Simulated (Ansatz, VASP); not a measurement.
## ZrC: VASP beside Ansatz

POSCAR

```
ZrC
1.0
    0.0000000000      2.3558747649      2.3558747649
    2.3558747649      0.0000000000      2.3558747649
    2.3558747649      2.3558747649      0.0000000000
Zr C
1 1
Direct
    0.5000000000      0.5000000000      0.5000000000
    0.0000000000      0.0000000000      0.0000000000
```

INCAR.step1

```
SYSTEM = ZrC
PREC     = Accurate       ! precision mode
ENCUT    = 520            ! plane-wave cutoff, eV
ISMEAR   = 0              ! smearing method
SIGMA    = 0.1            ! smearing width, eV
LREAL    = .FALSE.        ! projectors in reciprocal space
LASPH    = .TRUE.         ! aspherical terms in the spheres
NELM     = 100            ! most SCF steps
NBANDS   = 15             ! bands
GGA      = PE             ! functional
ALGO     = Normal         ! electronic algorithm
EDIFF    = 1E-4           ! SCF threshold, eV
LWAVE    = .TRUE.         ! write WAVECAR
LCHARG   = .FALSE.        ! write CHGCAR
```

INCAR.step2

```
SYSTEM = ZrC
PREC     = Accurate       ! precision mode
ENCUT    = 520            ! plane-wave cutoff, eV
EDIFF    = 1E-7           ! SCF threshold, eV
ISMEAR   = 0              ! smearing method
SIGMA    = 0.1            ! smearing width, eV
LREAL    = .FALSE.        ! projectors in reciprocal space
LASPH    = .TRUE.         ! aspherical terms in the spheres
NELM     = 100            ! most SCF steps
ALGO     = Normal         ! electronic algorithm
ISIF     = 2              ! what is computed and relaxed
LWAVE    = .FALSE.        ! write WAVECAR
LCHARG   = .FALSE.        ! write CHGCAR
METAGGA  = R2SCAN         ! meta-GGA
LMIXTAU  = .TRUE.       
NBANDS   = 15             ! bands
ISTART   = 1
```

Contents of KPOINTS:

```
regular mesh
0
G
  16 16 16
  0 0 0
```

Input for Ansatz:

```yaml
crystal:
  lattice:
    - [0.0, 2.3558747649, 2.3558747649]
    - [2.3558747649, 0.0, 2.3558747649]
    - [2.3558747649, 2.3558747649, 0.0]
  atoms:
    - { symbol: Zr, position: [0.5, 0.5, 0.5] }
    - { symbol: C, position: [0.0, 0.0, 0.0] }
basis:
  ecutwfc: 500
kpoints:
  mp_grid: { grid: [16, 16, 16] }
  band_path:
    path:
      - [[0.0, 0.0, 0.0], [0.5, 0.0, 0.5], [0.625, 0.25, 0.625]]
      - [[0.375, 0.375, 0.75], [0.0, 0.0, 0.0], [0.5, 0.5, 0.5], [0.5, 0.25, 0.75], [0.5, 0.0, 0.5]]
    npoints: 14
hamiltonian:
  xc: r2scan
scf:
  occupations: { method: gaussian, width: 0.1 }
  n_extra_bands: 6
output:
  forces: true
  stress: true
  eigenvalues: true
  populations: true
  dos: { projected: true, de: 0.02, nscf_kmesh: { grid: [24, 24, 24] } }
  bader: true
  write_density: true
  write_potential: true
  elf: true
  volumetric_format: npy
```

Alike in both runs: task single point; functional r2SCAN; k mesh 16 × 16 × 16; occupations gaussian, width 0.1 eV; no spin polarisation.

|  | VASP | Ansatz |
| --- | --- | --- |
| version | VASP 6.6.1 | Ansatz 0.2.0 |
| potentials or method | VASP PAW PBE potentials, release 64 (Zr_sv, C) | scalar-relativistic, plane waves, PAW |
| plane-wave cutoff (eV) | 520 | 500 |
| valence electrons in the cell | 16 | 16 |

Ansatz gave:

- gap on the k mesh at the Fermi level (eV): none
- pressure (GPa): 0.0

Problem. Estimate VASP's values.

Solution. gap on the k mesh at the Fermi level (eV): none; pressure (GPa): 0.2.

A gap of «none» marks a metal or a gap that the smearing closes. The functional is the same, so the differences come from potentials, cutoffs and numerics.

Caveats: the PAW data sets were made with another functional, which shifts forces and pressure a little (VASP).
